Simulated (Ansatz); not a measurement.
Input and output of a one-shot G0W0 calculation on Se (P3_121) from a database structure (the plane-wave code Ansatz, G0W0@r2SCAN with 596 empty bands, a screening cutoff of 220 eV and a 6×6×4 mesh). Cell and atoms come from a relaxation with r2SCAN+rVV10.

```yaml
crystal:
  lattice:
    - [4.2926573527, 0.0, 0.0]
    - [-2.1463286763, 3.7175503172, 0.0]
    - [0.0, 0.0, 5.0408504727]
  atoms:
    - { symbol: Se, position: [0.2284670362, 0.0, 0.3333333333] }
    - { symbol: Se, position: [0.0, 0.2284670362, 0.6666666667] }
    - { symbol: Se, position: [0.7715329638, 0.7715329638, 0.0] }
kpoints:
  mp_grid: { grid: [6, 6, 4] }
hamiltonian:
  xc: r2scan
scf:
  occupations: { method: fixed }
gw:
  n_empty_bands: 596
  ecut_chi: 220
  qp_bands: [v2, c2]
  qp_kpoints: band_edges
  screening: { model: contour_deformation }
```

In the abridged output below, numbers in square brackets stand for lines, or ends of lines, that were taken out.
```
Pseudopotential: Se, paw, valence charge 16, recommended cutoff 500 eV (meta_gga)
Functional definition: r2SCAN
Crystal: 3 atoms, lattice volume = 80.443 Å³
Basis set: ecut = 500 eV, 2053 PW (Γ)
Bands: 29, of which v1, the nominal top of the filled ones, is band 24 counted from 1 (23 counted from 0)
Symmetry: 6 space group operations
Space group: P3121 (ITA 152)
k-points: 24 of 144 (time reversal used)
preconditioner: auto → Resta (q_TF=auto, 2.503 Å⁻¹)  ε∞=3.6  [insulator: Δε(μ)=1.071 eV  ℏωp=17.6 eV]
SCF 1 converged in 6 iterations: F = -16434.356928 eV  dr2 = 8.98e-9
SCF converged after 6 iterations
Free energy (F): -16434.356928 eV
Fermi energy:    6.822919 eV
--- G₀W₀: contour deformation, 7 samples at zero and on the imaginary axis and 1 off it, 144 q-points, 596 empty bands' worth ---
    ik  band        ε_KS         Σx   Σc(E_QP)       V_xc       Z   E_QP_lin       E_QP  E_QP is
     0    23      4.7645   -17.2728     2.4236   -14.4196  0.6953     4.3253     4.3349  root
     0    24      6.3770   -17.7008     1.8316   -15.3832  0.7308     5.8846     5.8910  root
     0    25      8.8313   -10.8580    -4.1735   -15.1971  0.7357     8.9976     8.9969  root
     0    26      8.8313   -10.8580    -4.1735   -15.1971  0.7357     8.9976     8.9969  root
     2    23      5.3013   -17.0700     2.1306   -14.4867  0.7080     4.8405     4.8487  root
     2    24      5.5313   -17.6273     2.1130   -15.0551  0.7195  [1]
     2    25      8.1766   -10.8325    -3.7621   -14.7526  0.7442     8.3352     8.3347  root
     2    26      8.3016    -9.6952    -3.8104   -13.5831  0.7585  [2]
     3    23      5.1899   -17.5767     1.9238   -15.2173  0.7174     4.7476     4.7544  root
     3    24      6.1579   -17.5163     1.8182   -15.2225  0.7284     5.6757     5.6823  root
     3    25      8.7800   -10.4962    -4.0349   -14.6558  0.7428     8.9051     8.9047  root
     3    26      8.8638   -10.7802    -4.0741   -14.9914  0.7387     9.0014     9.0009  root
     4    23      5.4054   -17.4633     1.9281   -15.0885  0.7180     4.9516     4.9587  root
     4    24      5.9661   -17.1966     1.6650   -15.0674  0.7289     5.4952     5.5019  root
     4    25      8.4997   -10.9732    -3.7946   -14.8868  0.7424     8.6189     8.6186  root
     4    26      8.6929   -10.0933    -3.9451   -14.1368  0.7500     8.7915     8.7912  root
     5    23      5.3188   -17.1040     1.9289   -14.7384  0.7152     4.8754     4.8822  root
     5    24      5.5783   -17.2803     1.8959   -14.9356  0.7193     5.1224     5.1296  root
     5    25      8.4240   -11.0629    -3.7444   -14.9236  0.7432     8.5405     8.5402  root
     5    26      8.6807   -10.0432    -3.9333   -14.0802  0.7488     8.7847     8.7844  root
     7    23      5.0817   -17.3052     1.8101   -15.0662  0.7190     4.6459     4.6529  root
     7    24      5.8508   -17.4901     1.8299   -15.1974  0.7247     5.3813     5.3881  root
     7    25      8.9023   -10.5104    -3.9759   -14.5977  0.7428     9.0140     9.0137  root
     7    26      9.1930   -10.4487    -4.0911   -14.6547  0.7380     9.3083     9.3080  root
     8    23      5.2022   -17.0250     1.8208   -14.7761  0.7150     4.7671     4.7742  root
     8    24      6.3615   -17.4058     1.2844   -15.6715  0.7389  [3]
     8    25      8.5723   -10.8994    -3.6875   -14.6543  0.7472     8.6398     8.6396  root
     8    26      9.2563   -10.5121    -4.1342   -14.7670  0.7355     9.3774     9.3770  root
    11    23      5.0324   -17.1842     1.8069   -14.9475  0.7186     4.5957     4.6026  root
    11    24      5.7636   -17.5054     1.8088   -15.2380  0.7241     5.2981     5.3050  root
    11    25      8.9112   -10.3897    -3.9387   -14.4251  0.7451     9.0080     9.0078  root
    11    26      9.3211   -10.4104    -4.0856   -14.6124  0.7367  [4]
    13    23      5.2796   -16.9262     1.9143   -14.5724  0.7177     4.8331     4.8402  root
    13    24      6.8229   -17.2829     0.9412   -15.8944  0.7472     6.3716     6.3757  root
    13    25      8.5413   -11.6572    -3.8257   -15.6021  0.7387     8.6608     8.6605  root
    13    26      9.8462   -10.8469    -4.1715   -15.0999  0.7229     9.9280     9.9278  root
  […]
```

The points are ik 0 = (0, 0, 0) (Γ), ik 2 = (0, 0, -1/2), ik 3 = (0, 1/6, 0), ik 4 = (0, 1/6, 1/4), ik 5 = (0, 1/6, -1/2), ik 7 = (0, 1/3, 0), ik 8 = (0, 1/3, 1/4), ik 11 = (0, -1/2, 0), ik 13 = (0, -1/2, -1/2), ik 19 = (1/6, 1/3, -1/2), ik 23 = (1/3, 1/3, -1/2); band 24 is the last filled one.

Task: Give the withheld lines. They hold quasiparticle rows.

Result:
```
[1]
     2    24      5.5313   -17.6273     2.1130   -15.0551  0.7195     5.0651     5.0721  root
[2]
     2    26      8.3016    -9.6952    -3.8104   -13.5831  0.7585     8.3793     8.3791  root
[3]
     8    24      6.3615   -17.4058     1.2844   -15.6715  0.7389     5.9066     5.9116  root
[4]
    11    26      9.3211   -10.4104    -4.0856   -14.6124  0.7367     9.4378     9.4374  root
```
The trailing digits, and the zero of the energies, depend on the potentials and thresholds.

Wall time 2.7 min on 1 × NVIDIA H100 80GB HBM3 with 4 threads of AMD EPYC 7R13 Processor (Zen 3), on a shared host, load about 9.0 per core; peak host memory 3.4 GiB.

Calculated for a static, non-magnetic cell.

Spin-orbit coupling is left out.
